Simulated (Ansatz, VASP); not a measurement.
**One calculation of SnO2, two programs**

The input INCAR:

```
SYSTEM = SnO2
ALGO = Normal ; EDIFF = 1E-6
EDIFFG = -0.01 ; ENCUT = 600
GGA = PE ; IBRION = 2
ISIF = 3 ; ISMEAR = -1
LASPH = .True. ; LCHARG = .False.
LREAL = .False. ; LWAVE = .False.
NELM = 100 ; NSW = 40
PREC = Accurate ; SIGMA = 0.05
```

KPOINTS

```
k-points
0
Gamma
  9 9 9
  0 0 0
```

Contents of POSCAR:

```
SnO2
1.0
   -2.0000686112      2.0000686112      5.1236788559
    2.0000686112     -2.0000686112      5.1236788559
    2.0000686112      2.0000686112     -5.1236788559
Sn O
2 4
Direct
    0.0000000000      0.0000000000      0.0000000000
    0.7500000000      0.2500000000      0.5000000000
    0.5465225900      0.0465225900      0.5000000000
    0.2034774100      0.2034774100      0.0000000000
    0.9534774100      0.4534774100      0.5000000000
    0.7965225900      0.7965225900      0.0000000000
```

Contents of input.yaml:

```yaml
crystal:
  lattice:
    - [-2.0000686112, 2.0000686112, 5.1236788559]
    - [2.0000686112, -2.0000686112, 5.1236788559]
    - [2.0000686112, 2.0000686112, -5.1236788559]
  atoms:
    - { symbol: Sn, position: [0.0, 0.0, 0.0] }
    - { symbol: Sn, position: [0.75, 0.25, 0.5] }
    - { symbol: O, position: [0.54652259, 0.04652259, 0.5] }
    - { symbol: O, position: [0.20347741, 0.20347741, 0.0] }
    - { symbol: O, position: [0.95347741, 0.45347741, 0.5] }
    - { symbol: O, position: [0.79652259, 0.79652259, 0.0] }
hamiltonian:
  xc: pbe
  pseudopotentials: { kind: paw }
kpoints:
  mp_grid: { grid: [9, 9, 9] }
scf:
  occupations: { method: fermi_dirac, width: 0.05 }
output:
  forces: true
  stress: true
  eigenvalues: true
  write_density: true
  write_potential: true
  elf: true
  volumetric_format: npy
relax:
  f_tol: 0.01
  max_steps: 40
  cell: { stress_tol: 0.05 }
```

Measurements of this composition are mostly on another form, of space group No. 136.

Alike in both runs: task relaxation of cell and atoms; functional PBE; k mesh 9 × 9 × 9; occupations fermi-dirac, width 0.05 eV; no spin polarisation.

|  | VASP | Ansatz |
| --- | --- | --- |
| version | VASP 6.6.1 | Ansatz 0.2.0 |
| potentials or method | VASP PAW PBE potentials, release 64 (Sn_d, O) | Ansatz PAW |
| plane-wave cutoff (eV) | 600 | 420 |
| valence electrons in the cell | 52 | 52 |

|  | VASP | Ansatz | Ansatz less VASP |
| --- | --- | --- | --- |
| gap on the k mesh at the Fermi level, each at its own relaxed structure (eV) | 1.28 | 1.32 | +0.043 |
| relaxed volume (Å³/atom) | 14.22 | 14.18 | -0.037 |
| relaxed cell length with the largest relative difference (Å) | 5.927 | 5.921 | -0.0059 |
| energy change over the relaxation (meV/atom) | -10 | -9 | +1.2 |

Caveats: spin-orbit coupling is left out, which moves the levels of the heavy elements; an odd mesh through Γ misses points on the zone boundary, where band edges often lie (VASP); odd divisions of the mesh miss points on the zone boundary, where band edges often lie, so the gap on the mesh can be too wide (Ansatz); the plane-wave basis is chosen anew once the cell has moved, so the energies of steps on either side of that aren't comparable (Ansatz); the pressure holds a Pulay correction of +0.7 GPa for the finite cutoff (Ansatz). PBE gaps usually lie below the measured ones, often by a third to a half.
